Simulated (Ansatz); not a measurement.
**Ba: pressure against volume**

Ba, P6/mmm, a = 4.281 Å, c = 3.893 Å. This isn't the element's structure at ambient conditions. Ansatz: r2SCAN, PAW, 500 eV, Γ-centred 12×12×12 mesh on 1 atom, Gaussian smearing 0.10 eV; no spin polarisation. Shape and atoms are relaxed at each volume; pressure is positive in compression.

| V (Å³/atom) | P (GPa) |
| --- | --- |
| 58.090 | 0.54 |
| 59.944 | 0.26 |
| 61.798 | 0.01 |
| 63.652 | -0.22 |
| 65.506 | ? |

**Question.** Take V0 = 61.798 Å³/atom, count pressures from its P0 = 0.01 GPa, fit the third-order Birch–Murnaghan form to the other rows, and predict the missing pressure.

**Answer.** With the Eulerian strain f = ½[(V0/V)^(2/3) − 1] and y = (P − P0)/[3f(1 + 2f)^(5/2)], the form is the line y = B0 + 1.5 B0 (B0′ − 4) f. Rows (f, y): 0.02106, 7.57; 0.01026, 7.72; -0.00976, 8.25. Means f = 0.007187, y = 7.8467; Σ(Δf)² = 0.0004891, ΣΔfΔy = -0.01106; the slope is their ratio. y = 8.009 − 22.62 f GPa, so B0 = 8.0 GPa and B0′ = 4 + 2 × (-22.62)/(3 × 8.009) = 2.12. At V = 65.506, f = -0.01905, y = 8.440 and P = -0.43 GPa. The run gave -0.41 GPa, so the fit is 0.02 GPa too low, a small miss on the scale of the series. The form still works here, 33 % of the fitted range beyond its end.